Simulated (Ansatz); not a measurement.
# Bi2Se3 (Paraguanajuatite) (R-3m) in Ansatz: further runs

The runs below take Bi2Se3 (Paraguanajuatite) through relaxation of cell and atoms, single point, with BLYP+D3(BJ), BLYP+D4, PBE.

Everything below comes from runs of Ansatz 0.2.0. Logs are shortened: lines on timing, memory, paths and dates and some standing lists are left out, and cuts for length are marked.

## 1. The crystal as given

It takes space group R-3m (No. 166, trigonal). The conventional cell has a = 4.143 Å, b = 4.143 Å, c = 28.636 Å, α = 90.00°, β = 90.00°, γ = 120.00°. Bi (site symmetry 3m) has 6 Se at 2.85 to 3.07 Å as nearest neighbours. Se (site symmetry 3m) is surrounded by 3 Bi at 2.85 Å. Se (site symmetry -3m) has 6 Bi at 3.07 Å as nearest neighbours.

## 2. Relaxation of cell and atoms, BLYP+D3(BJ)

File input.yaml:

```yaml
crystal:
  lattice:
    - [2.0715, 1.1959810826, 9.5453333333]
    - [-2.0715, 1.1959810826, 9.5453333333]
    - [0.0, -2.3919621653, 9.5453333333]
  atoms:
    - { symbol: Bi, position: [0.5992, 0.5992, 0.5992] }
    - { symbol: Bi, position: [0.4008, 0.4008, 0.4008] }
    - { symbol: Se, position: [0.7883, 0.7883, 0.7883] }
    - { symbol: Se, position: [0.2117, 0.2117, 0.2117] }
    - { symbol: Se, position: [0.0, 0.0, 0.0] }
hamiltonian:
  xc: blyp
  pseudopotentials: { kind: paw }
  dispersion: d3bj
kpoints:
  mp_grid: { grid: [8, 8, 8] }
scf:
  occupations: { method: fermi_dirac, width: 0.05 }
output:
  forces: true
  stress: true
relax:
  f_tol: 0.01
  max_steps: 40
  cell: { stress_tol: 0.05 }
```

Potentials or basis: Ansatz PAW.

Command:

```console
$ ansatz run input.yaml --threads 2 --pin off --max-ram 5632MiB --backend cpu --events-out ev --progress --plain --runs-dir out
```

What it wrote:

```text
Warning: RAYON_NUM_THREADS=2 ignored (pool sized by the plan → 2); use --threads N
basis.fft_grid_basis auto: the FFT boxes are laid along the combinations [[1, 0, -1], [0, 1, -1], [0, 0, 1]] of the cell's own vectors, 4.143, 4.143 and 9.840 Å long. The dense box has 30×30×72 points. Along the cell's own vectors, as sized, it would have 72×72×72, 5.76 times as many. Of the 12 symmetry operations that the crystal satisfies within crystal.symmetry.tolerance (time reversal apart; of a slab, those that keep its plane) the dense box along the cell's own vectors carries 12, and the one as laid loses 8 of those. basis.fft_grid_basis: typed keeps the cell's own vectors: state it where this run's energies or levels are differenced outside the engine with another run's, or held beside a run that keeps those vectors.
Engine: ansatz 0.2.0, x86_64-unknown-linux-gnu
Pseudopotentials: kind: paw
Pseudopotential: Bi, paw, valence charge 15, recommended cutoff 420 eV (normal), Bi.paw.azcp
Pseudopotential: Se, paw, valence charge 16, recommended cutoff 420 eV (normal), Se.paw.azcp
Functional definition: BLYP
  parameter beta = 0.0042
  parameter a = 0.04918
  parameter b = 0.132
  parameter c = 0.2533
  parameter d = 0.349
  exchange = b88_x(beta = beta)
  correlation = lyp_c(a = a, b = b, c = c, d = d)
Crystal: 5 atoms, lattice volume = 141.890 Å³
Basis set: ecut = 420 eV, 2743 PW (Γ), FFT grids on a1−a3, a2−a3, a3, exchange–correlation on 60×60×144 points (8 copies of the dense FFT grid, shifted against one another)
Bands: 47, of which v1, the nominal top of the filled ones, is band 39 counted from 1 (38 counted from 0)
Symmetry: 12 space group operations
Space group: R-3m (ITA 166), of the structure as read, at distance tolerance 5.2e-5 Å
k-points: 65 of 512
Non-local potential: Bi, projectors of the file, l = 0: 2, l = 1: 2, l = 2: 2, l = 3: 2
Non-local potential: Se, projectors of the file, l = 0: 2, l = 1: 2, l = 2: 3, l = 3: 1
PAW form: soft (Blöchl's): semilocal exchange-correlation on the pseudo side does not see the compensation charge
PAW frozen core: Bi, regenerated for the run's functional, and the local potential with it (the file was generated under x = pbe(κ = 0.804, μ = 0.2195149727645171), c = pbe(β = 0.06672455060314922))
PAW frozen core: Se, regenerated for the run's functional, and the local potential with it (the file was generated under x = pbe(κ = 0.804, μ = 0.2195149727645171), c = pbe(β = 0.06672455060314922))
PAW one-centre angular grid: Bi, 590 points (default); XC on 64 Gauss nodes
PAW one-centre angular grid: Se, 590 points (default); XC on 64 Gauss nodes
Initial density: superposition of atomic densities (neutral atoms: chi_scale 0, normalization atom), corrected by the library's trained network
Initial wavefunctions: pseudopotential atomic-orbital guess
Functional: x = b88, c = lyp
SCF iter   1: F=—  HF=-41297.391032 eV  |F-HF|=—  |Δ(HF+E_count)|=         —  Δρ=6.83e-3  dr2=9.24e-2  ethr=1.77e-3  ⟨swp⟩=8.5  Hψ=12758  notcnv=0  defer=5
preconditioner: auto → Resta (q_TF=auto, 2.469 Å⁻¹)  ε∞=4.0  [insulator: Δε(μ)=0.339 eV  Ē_g=9.458 eV  σ=0.050 eV  W_gap=0.93  n_scr=36 (ndim 8)  ℏωp=16.5 eV  f_vac=0.033  D(μ)=0.01/eV (n_scr^D=0)  ε∞_Penn≈4.0]
SCF iter   2: F=—  HF=-41297.368279 eV  |F-HF|=—  |Δ(HF+E_count)|=   2.28e-2  Δρ=2.81e-3  dr2=1.59e-2  ethr=1.18e-4  ⟨swp⟩=2.0  Hψ=4266  notcnv=0  defer=92
SCF iter   3: F=—  HF=-41297.364781 eV  |F-HF|=—  |Δ(HF+E_count)|=   3.50e-3  Δρ=1.38e-3  dr2=6.08e-3  ethr=2.04e-5  ⟨swp⟩=2.2  Hψ=5474  notcnv=0  defer=92
SCF iter   4: F=—  HF=-41297.363836 eV  |F-HF|=—  |Δ(HF+E_count)|=   9.45e-4  Δρ=4.96e-4  dr2=7.57e-4  ethr=7.80e-6  ⟨swp⟩=2.0  Hψ=3406  notcnv=0  defer=92
SCF iter   5: F=—  HF=-41297.363794 eV  |F-HF|=—  |Δ(HF+E_count)|=   4.23e-5  Δρ=1.79e-4  dr2=9.32e-5  ethr=9.71e-7  ⟨swp⟩=2.0  Hψ=4848  notcnv=0  defer=92
SCF iter   6: F=—  HF=-41297.363803 eV  |F-HF|=—  |Δ(HF+E_count)|=   9.13e-6  Δρ=6.55e-5  dr2=6.04e-6  ethr=1.20e-7  ⟨swp⟩=2.0  Hψ=4848  notcnv=0  defer=92
SCF iter   7: F=—  HF=-41297.363810 eV  |F-HF|=—  |Δ(HF+E_count)|=   6.71e-6  Δρ=1.23e-5  dr2=2.05e-7  ethr=7.75e-9  ⟨swp⟩=2.3  Hψ=5105  notcnv=0  defer=92
SCF iter   8: F=-41297.363810 eV  HF=-41297.363810 eV  |F-HF|=6.95e-9  |Δ(HF+E_count)|=   2.20e-7  Δρ=3.81e-6  dr2=2.11e-8  ethr=1.28e-10  ⟨swp⟩=5.0  Hψ=11602  notcnv=0
SCF 1 converged in 8 iterations: F = -41297.363810 eV  dr2 = 2.11e-8
relax step   1: F+E_penalty+E_count = -41297.36381000 eV  Δ(F+E_penalty+E_count) = +0.000e0 eV  max|allowed force component| = 3.228e-1 eV/Å  Δτ_max = 0.0000 Å  P = +0.768 GPa  Ω = 141.890 Å³  (8 SCF iters, dr2 threshold 1.00e-7 eV, accepted)
Crystal: 5 atoms, lattice volume = 142.754 Å³
Basis set: ecut = 420 eV, 2755 PW (Γ), FFT grids on a1−a3, a2−a3, a3, exchange–correlation on 60×60×144 points (8 copies of the dense FFT grid, shifted against one another)
Initial density: handed on by an earlier stage of this run
Initial wavefunctions: those handed on with the density
iter 1 solved again at ethr=2.68e-5 eV; its pass at ethr=3.10e-3 eV (dr2=2.09e-2 eV) is discarded
SCF iter   1: F=—  HF=-41297.376336 eV  |F-HF|=—  |Δ(HF+E_count)|=         —  Δρ=4.52e-3  dr2=2.28e-2  ethr=2.68e-5  ⟨swp⟩=2.1  Hψ=15549  notcnv=0
preconditioner: auto → Resta (q_TF=auto, 2.467 Å⁻¹)  ε∞=4.1  [insulator: Δε(μ)=0.144 eV  Ē_g=9.268 eV  σ=0.050 eV  W_gap=0.62  n_scr=36 (ndim 8)  ℏωp=16.4 eV  f_vac=0.037  D(μ)=0.03/eV (n_scr^D=0)  ε∞_Penn≈4.1]
SCF iter   2: F=—  HF=-41297.370859 eV  |F-HF|=—  |Δ(HF+E_count)|=   5.48e-3  Δρ=2.11e-3  dr2=4.66e-3  ethr=2.68e-5  ⟨swp⟩=2.0  Hψ=4162  notcnv=0
SCF iter   3: F=—  HF=-41297.370343 eV  |F-HF|=—  |Δ(HF+E_count)|=   5.16e-4  Δρ=7.56e-4  dr2=1.69e-3  ethr=5.98e-6  ⟨swp⟩=2.0  Hψ=5982  notcnv=0
SCF iter   4: F=—  HF=-41297.370286 eV  |F-HF|=—  |Δ(HF+E_count)|=   5.71e-5  Δρ=2.74e-4  dr2=1.50e-4  ethr=2.16e-6  ⟨swp⟩=2.1  Hψ=3814  notcnv=0
SCF iter   5: F=—  HF=-41297.370333 eV  |F-HF|=—  |Δ(HF+E_count)|=   4.70e-5  Δρ=8.72e-5  dr2=1.64e-5  ethr=1.92e-7  ⟨swp⟩=2.0  Hψ=4941  notcnv=0
SCF iter   6: F=—  HF=-41297.370327 eV  |F-HF|=—  |Δ(HF+E_count)|=   5.50e-6  Δρ=3.02e-5  dr2=1.45e-6  ethr=2.10e-8  ⟨swp⟩=2.0  Hψ=5590  notcnv=0
SCF iter   7: F=-41297.370328 eV  HF=-41297.370328 eV  |F-HF|=4.73e-8  |Δ(HF+E_count)|=   1.01e-6  Δρ=7.84e-6  dr2=1.25e-7  ethr=6.41e-10  ⟨swp⟩=5.0  Hψ=10827  notcnv=0
SCF 2 converged in 7 iterations: F = -41297.370328 eV  dr2 = 1.25e-7
relax step   2: F+E_penalty+E_count = -41297.37032839 eV  Δ(F+E_penalty+E_count) = -6.518e-3 eV  max|allowed force component| = 3.084e-1 eV/Å  Δτ_max = 0.1065 Å  P = -1.098 GPa  Ω = 142.754 Å³  energy of the carried Pulay correction = -1.691e-4 eV  (7 SCF iters, dr2 threshold 5.00e-7 eV, accepted)
Crystal: 5 atoms, lattice volume = 141.771 Å³
iter 1 solved again at ethr=4.84e-6 eV; its pass at ethr=3.10e-3 eV (dr2=3.77e-3 eV) is discarded
SCF iter   1: F=—  HF=-41297.388707 eV  |F-HF|=—  |Δ(HF+E_count)|=         —  Δρ=1.51e-3  dr2=3.68e-3  ethr=4.84e-6  ⟨swp⟩=2.1  Hψ=15043  notcnv=0
preconditioner: auto → Resta (q_TF=auto, 2.470 Å⁻¹)  ε∞=4.1  [insulator: Δε(μ)=0.188 eV  Ē_g=9.350 eV  σ=0.050 eV  W_gap=0.74  n_scr=36 (ndim 8)  ℏωp=16.5 eV  f_vac=0.036  D(μ)=0.02/eV (n_scr^D=0)  ε∞_Penn≈4.1]
SCF iter   2: F=—  HF=-41297.387873 eV  |F-HF|=—  |Δ(HF+E_count)|=   8.34e-4  Δρ=6.76e-4  dr2=8.63e-4  ethr=4.71e-6  ⟨swp⟩=2.0  Hψ=3547  notcnv=0
SCF iter   3: F=—  HF=-41297.387736 eV  |F-HF|=—  |Δ(HF+E_count)|=   1.37e-4  Δρ=3.22e-4  dr2=2.42e-4  ethr=1.11e-6  ⟨swp⟩=2.3  Hψ=5430  notcnv=0
SCF iter   4: F=—  HF=-41297.387715 eV  |F-HF|=—  |Δ(HF+E_count)|=   2.07e-5  Δρ=9.94e-5  dr2=2.69e-5  ethr=3.10e-7  ⟨swp⟩=2.2  Hψ=5259  notcnv=0
SCF iter   5: F=—  HF=-41297.387718 eV  |F-HF|=—  |Δ(HF+E_count)|=   3.24e-6  Δρ=3.49e-5  dr2=2.63e-6  ethr=3.45e-8  ⟨swp⟩=2.0  Hψ=5047  notcnv=0
SCF iter   6: F=-41297.387718 eV  HF=-41297.387717 eV  |F-HF|=2.24e-7  |Δ(HF+E_count)|=   6.12e-7  Δρ=1.18e-5  dr2=2.32e-7  ethr=6.41e-10  ⟨swp⟩=5.0  Hψ=12589  notcnv=0
SCF 3 converged in 6 iterations: F = -41297.387718 eV  dr2 = 2.32e-7
relax step   3: F+E_penalty+E_count = -41297.38771768 eV  Δ(F+E_penalty+E_count) = -1.739e-2 eV  max|allowed force component| = 1.623e-2 eV/Å  Δτ_max = 0.0327 Å  P = -0.215 GPa  Ω = 141.771 Å³  energy of the carried Pulay correction = +2.329e-5 eV  (6 SCF iters, dr2 threshold 5.00e-7 eV, accepted)
Crystal: 5 atoms, lattice volume = 141.146 Å³
Basis set: ecut = 420 eV, 2719 PW (Γ), FFT grids on a1−a3, a2−a3, a3, exchange–correlation on 60×60×144 points (8 copies of the dense FFT grid, shifted against one another)
iter 1 solved again at ethr=3.59e-7 eV; its pass at ethr=3.10e-3 eV (dr2=2.80e-4 eV) is discarded
SCF iter   1: F=—  HF=-41297.388453 eV  |F-HF|=—  |Δ(HF+E_count)|=         —  Δρ=3.51e-4  dr2=2.38e-4  ethr=3.59e-7  ⟨swp⟩=3.0  Hψ=15485  notcnv=0
preconditioner: auto → Resta (q_TF=auto, 2.472 Å⁻¹)  ε∞=4.1  [insulator: Δε(μ)=0.150 eV  Ē_g=9.363 eV  σ=0.050 eV  W_gap=0.64  n_scr=36 (ndim 8)  ℏωp=16.5 eV  f_vac=0.035  D(μ)=0.03/eV (n_scr^D=0)  ε∞_Penn≈4.1]
SCF iter   2: F=—  HF=-41297.388417 eV  |F-HF|=—  |Δ(HF+E_count)|=   3.57e-5  Δρ=2.05e-4  dr2=5.02e-5  ethr=3.05e-7  ⟨swp⟩=1.6  Hψ=3233  notcnv=0
SCF iter   3: F=—  HF=-41297.388415 eV  |F-HF|=—  |Δ(HF+E_count)|=   2.20e-6  Δρ=9.12e-5  dr2=1.69e-5  ethr=6.44e-8  ⟨swp⟩=2.2  Hψ=5418  notcnv=0
SCF iter   4: F=—  HF=-41297.388415 eV  |F-HF|=—  |Δ(HF+E_count)|=   2.22e-7  Δρ=2.46e-5  dr2=1.41e-6  ethr=2.16e-8  ⟨swp⟩=2.4  Hψ=5075  notcnv=0
SCF iter   5: F=-41297.388415 eV  HF=-41297.388415 eV  |F-HF|=2.26e-9  |Δ(HF+E_count)|=   2.30e-7  Δρ=6.77e-6  dr2=8.78e-8  ethr=2.81e-10  ⟨swp⟩=3.2  Hψ=13355  notcnv=0
SCF 4 converged in 5 iterations: F = -41297.388415 eV  dr2 = 8.78e-8
relax step   4: F+E_penalty+E_count = -41297.38841546 eV  Δ(F+E_penalty+E_count) = -6.978e-4 eV  max|allowed force component| = 6.564e-3 eV/Å  Δτ_max = 0.0060 Å  P = -0.001 GPa  Ω = 141.146 Å³  energy of the carried Pulay correction = +1.466e-4 eV  (5 SCF iters, dr2 threshold 2.19e-7 eV, accepted)
Initial wavefunctions: pseudopotential atomic-orbital guess (no wavefunctions were taken with the density)
iter 1 solved again at ethr=8.45e-8 eV; its pass at ethr=3.10e-3 eV (dr2=6.59e-5 eV) is discarded
SCF iter   1: F=—  HF=-41297.386745 eV  |F-HF|=—  |Δ(HF+E_count)|=         —  Δρ=1.89e-4  dr2=1.27e-6  ethr=8.45e-8  ⟨swp⟩=3.5  Hψ=21296  notcnv=0
preconditioner: auto → Resta (q_TF=auto, 2.472 Å⁻¹)  ε∞=4.1  [insulator: Δε(μ)=0.154 eV  Ē_g=9.363 eV  σ=0.050 eV  W_gap=0.65  n_scr=36 (ndim 8)  ℏωp=16.5 eV  f_vac=0.036  D(μ)=0.03/eV (n_scr^D=0)  ε∞_Penn≈4.1]
SCF iter   2: F=—  HF=-41297.387881 eV  |F-HF|=—  |Δ(HF+E_count)|=   1.14e-3  Δρ=9.56e-5  dr2=3.50e-7  ethr=1.62e-9  ⟨swp⟩=2.0  Hψ=4541  notcnv=0
SCF iter   3: F=—  HF=-41297.388270 eV  |F-HF|=—  |Δ(HF+E_count)|=   3.89e-4  Δρ=8.35e-6  dr2=1.47e-7  ethr=4.49e-10  ⟨swp⟩=2.0  Hψ=4942  notcnv=0
SCF iter   4: F=—  HF=-41297.388272 eV  |F-HF|=—  |Δ(HF+E_count)|=   2.09e-6  Δρ=1.41e-6  dr2=3.96e-9  ethr=1.89e-10  ⟨swp⟩=2.0  Hψ=3925  notcnv=0
SCF iter   5: F=—  HF=-41297.388272 eV  |F-HF|=—  |Δ(HF+E_count)|=   1.82e-8  Δρ=1.14e-6  dr2=1.30e-9  ethr=5.08e-12  ⟨swp⟩=2.0  Hψ=5404  notcnv=0
SCF iter   6: F=—  HF=-41297.388272 eV  |F-HF|=—  |Δ(HF+E_count)|=   3.10e-8  Δρ=4.36e-7  dr2=2.44e-10  ethr=1.67e-12  ⟨swp⟩=2.0  Hψ=5584  notcnv=0
SCF iter   7: F=-41297.388272 eV  HF=-41297.388272 eV  |F-HF|=1.31e-10  |Δ(HF+E_count)|=   2.94e-9  Δρ=1.31e-7  dr2=2.08e-11  ethr=1.00e-12  ⟨swp⟩=5.0  Hψ=11556  notcnv=0
SCF 5 converged in 7 iterations: F = -41297.388272 eV  dr2 = 2.08e-11
relax step   5: F+E_penalty+E_count = -41297.38827207 eV  Δ(F+E_penalty+E_count) = +1.434e-4 eV  max|allowed force component| = 6.558e-3 eV/Å  Δτ_max = 0.0000 Å  P = -0.002 GPa  Ω = 141.146 Å³  stress off target by 3.15e-2 GPa  SCF on the basis re-selected at this cell (its energy is not comparable with the rows above)  (7 SCF iters)
basis re-selected at this cell: Δ(F+E_penalty+E_count) = +1.434e-4 eV, ΔP = -0.001 GPa vs the last step (what re-selecting the basis moved, of the pressure what is left beyond the Pulay correction that the steps carried, after the strain that the cell walked since its last selection, with what the two solves' SCF thresholds leave and, on support functions, any second-order correction that the steps lacked; it is no measure of the basis error at this ecutwfc). This SCF's stress stands 3.15e-2 GPa from its target on what of the cell is left free (relax.cell.stress_tol is 5.00e-2 GPa) and its largest allowed force component is 6.56e-3 eV/Å (relax.f_tol is 1.00e-2 eV/Å): within both
SCF converged after 7 iterations
Free energy (F): -41297.388272 eV
Harris-Foulkes:  -41297.388272 eV  (|F-HF|=1.31e-10)
Internal energy: -41297.388030 eV  (E = F + TS)
E sigma→0 (E₀):  -41297.388151 eV
Entropy (-TS):   -0.000242 eV (-0.048 meV/atom)
Fermi energy:    9.688946 eV
--- Per-component energies (eV) ---
  E_band       = -1299.848472
  E_kinetic    = 963.665749
  E_local      = -10252.752010  (includes V_loc(G=0)·N_el)
  E_nonlocal   = -680.198927
  E_hartree    = 4574.828027
  E_xc         = -610.013406
  E_vxc        = -574.049824  (∫ρ·V_xc dr)
  E_paw        = -27157.965597  (= ΣΔE_a)
  E_vpaw       = 93.833077  (= ΣTr[D̂ρ^β])
  E_aug_tail   = -0.002787  (compensation charges beyond the density's cutoff)
  E_ewald      = -8130.895552
  E_disp       = -4.667826  (pairwise vdW)
  E_core_change = 0.614299  (= ΣΔE_core)
  E_smearing   = -0.000242  (= −TS)
  E_closure    = -0.000000  (closes the sum)
  Σ components = -41297.388272   (vs F -41297.388272, Δ=0.00e0)
--- Forces (eV/Å), atoms counted from 1 ---
  atom   1  Bi     0.00000000    -0.00000000     0.00655837
  atom   2  Bi     0.00000000     0.00000000    -0.00655837
  atom   3  Se    -0.00000000    -0.00000000     0.00408554
  atom   4  Se     0.00000000     0.00000000    -0.00408554
  atom   5  Se     0.00000000     0.00000000     0.00000000
  max |Σ_I F_I| component: 4.63e-18 eV/Å
--- Stress (GPa, compression-positive) ---
        0.012400       0.000000      -0.000000
        0.000000       0.012400       0.000000
       -0.000000       0.000000      -0.031472
  P = ⅓ Tr σ = -0.0022 GPa (-0.022 kbar)
--- Relaxed structure (4 steps of the walk, 4 accepted, 1 SCFs on fresh bases) ---
  F+E_penalty+E_count = -41297.38827207 eV   max|allowed force component| = 6.558e-3 eV/Å   (the final SCF, on the basis selected at the relaxed cell)
  cell:  # Å, volume = 141.1456 Å³
    - [2.0867141394837705, 1.2047649701364143, 9.35730789962866]
    - [-2.0867141394837705, 1.2047649701364143, 9.35730789962866]
    - [-7.810278031043378e-33, -2.409529940321843, 9.357307899622347]
  atoms:
    - { symbol: Bi, position: [0.5981007693228061, 0.5981007693228061, 0.5981007693228061] }
    - { symbol: Bi, position: [0.40189923067719396, 0.40189923067719396, 0.4018992306771939] }
    - { symbol: Se, position: [0.7910880271298559, 0.7910880271298559, 0.7910880271298559] }
    - { symbol: Se, position: [0.20891197287014412, 0.20891197287014412, 0.2089119728701441] }
    - { symbol: Se, position: [1.0298330455481606e-19, 1.029833045548161e-19, 1.029833045484419e-19] }
```

It took 75 s on 2 threads of Intel Xeon at 2.50GHz (Skylake/Cascade Lake), shared host; peak memory 0.67 GiB.

What came out:

| Quantity | Value |
| --- | --- |
| Free energy | -41297.3883 eV |
| Relaxed volume | 28.23 Å³/atom |
| Relaxed cell | a = 9.663 Å, b = 9.663 Å, c = 9.663 Å, α = 24.94°, β = 24.94°, γ = 24.94° |
| Space group after relaxing (to 0.05 Å) | R-3m (No. 166) |
| Energy gained by relaxing | 4.9 meV/atom |
| Ionic steps | 5 |
| Pressure after relaxing | 0.0 GPa |
| Largest force after relaxing | 0.007 eV/Å |

Forces in eV/Å, atoms in the order of the input:
```
Bi   0.000  0.000  0.007
Bi   0.000  0.000 -0.007
Se   0.000  0.000  0.004
Se   0.000  0.000 -0.004
Se   0.000  0.000  0.000
```

The path:
```csv
step,energy change (eV),largest force (eV/Å),volume (Å³)
1,0.0000,0.3228,141.89
2,-0.0065,0.3084,142.75
3,-0.0239,0.0162,141.77
4,-0.0246,0.0066,141.15
5,-0.0245,0.0066,141.15
```

Final structure:
```
Bi Se
1.0
     2.08671    1.20476    9.35731
    -2.08671    1.20476    9.35731
     0.00000   -2.40953    9.35731
Bi Se
2 3
Cartesian
  0.0000 0.0000 16.7898
  0.0000 0.0000 11.2821
  0.0000 0.0000 22.2074
  0.0000 0.0000 5.8646
  0.0000 0.0000 0.0000
```

Caveat: the plane-wave basis is chosen anew once the cell has moved, so the energies of steps on either side of that aren't comparable; spin-orbit coupling is left out, which moves the levels of the heavy elements; the PAW data sets come from PBE, with cores solved anew for the run's functional, which leaves a small shift of forces and pressure.

## 3. Relaxation of cell and atoms, BLYP+D4

Edit input.yaml of step 2 so:

```diff
@@ -14,3 +14,3 @@
   pseudopotentials: { kind: paw }
-  dispersion: d3bj
+  dispersion: d4
 kpoints:
@@ -22,2 +22,6 @@
   stress: true
+  write_density: true
+  write_potential: true
+  elf: true
+  volumetric_format: npy
 relax:
```

Potentials or basis: Ansatz PAW.

Command:

```console
$ ansatz run input.yaml --threads 2 --pin off --max-ram 5632MiB --backend cpu --events-out ev --progress --plain --runs-dir out
```

Wall time 100 s (2 threads of Intel Xeon at 2.50GHz (Skylake/Cascade Lake), shared host); peak memory 0.69 GiB.

Results (log left out):

* Free energy: -41296.9039 eV
* Relaxed volume: 28.70 Å³/atom
* Relaxed cell: a = 9.746 Å, b = 9.746 Å, c = 9.746 Å, α = 24.82°, β = 24.82°, γ = 24.82°
* Space group after relaxing (to 0.05 Å): R-3m (No. 166)
* Energy gained by relaxing: 5.2 meV/atom
* Ionic steps: 5
* Pressure after relaxing: 0.0 GPa
* Largest force after relaxing: 0.005 eV/Å
* Band gap on the k mesh: 0.18 eV, direct

Forces in eV/Å, atoms in the order of the input:
```
Bi   0.000  0.000  0.005
Bi   0.000  0.000 -0.005
Se   0.000  0.000  0.005
Se   0.000  0.000 -0.005
Se   0.000  0.000  0.000
```

Step by step:
| step | energy change (eV) | largest force (eV/Å) | volume (Å³) |
| --- | --- | --- | --- |
| 1 | 0.0000 | 0.3195 | 141.89 |
| 2 | -0.0007 | 0.3238 | 146.43 |
| 3 | -0.0251 | 0.0046 | 144.17 |
| 4 | -0.0257 | 0.0054 | 143.48 |
| 5 | -0.0260 | 0.0054 | 143.48 |

Final structure:
```yaml
crystal:
  lattice:
    - [2.09458, 1.20931, 9.44102]
    - [-2.09458, 1.20931, 9.44102]
    - [0.00000, -2.41861, 9.44102]
  atoms:
    - { symbol: Bi, position: [0.59837, 0.59837, 0.59837] }
    - { symbol: Bi, position: [0.40163, 0.40163, 0.40163] }
    - { symbol: Se, position: [0.79028, 0.79028, 0.79028] }
    - { symbol: Se, position: [0.20972, 0.20972, 0.20972] }
    - { symbol: Se, position: [0.00000, 0.00000, 0.00000] }
```

Levels at points of the mesh, in eV from the valence-band top:
| k point | band 37 | band 38 | band 39 | band 40 | band 41 | band 42 |
| --- | --- | --- | --- | --- | --- | --- |
| (0.00, 0.00, 0.00) | -1.18 | -1.18 | 0.00 | 0.18 | 1.26 | 1.26 |
| (0.00, 0.00, -0.50) | -2.15 | -1.17 | -0.49 | 0.81 | 1.77 | 2.99 |
| (0.00, -0.50, -0.50) | -1.81 | -1.67 | -0.89 | 1.38 | 1.96 | 2.51 |
| (-0.50, -0.50, -0.50) | -1.41 | -1.41 | -0.51 | 0.72 | 1.63 | 1.63 |

Caveat: the plane-wave basis is chosen anew once the cell has moved, so the energies of steps on either side of that aren't comparable; spin-orbit coupling is left out, which as a rule narrows the gap of such compounds by several tenths of an eV; the PAW data sets come from PBE, with cores solved anew for the run's functional, which leaves a small shift of forces and pressure.

(Continued in part 2 of 2.)
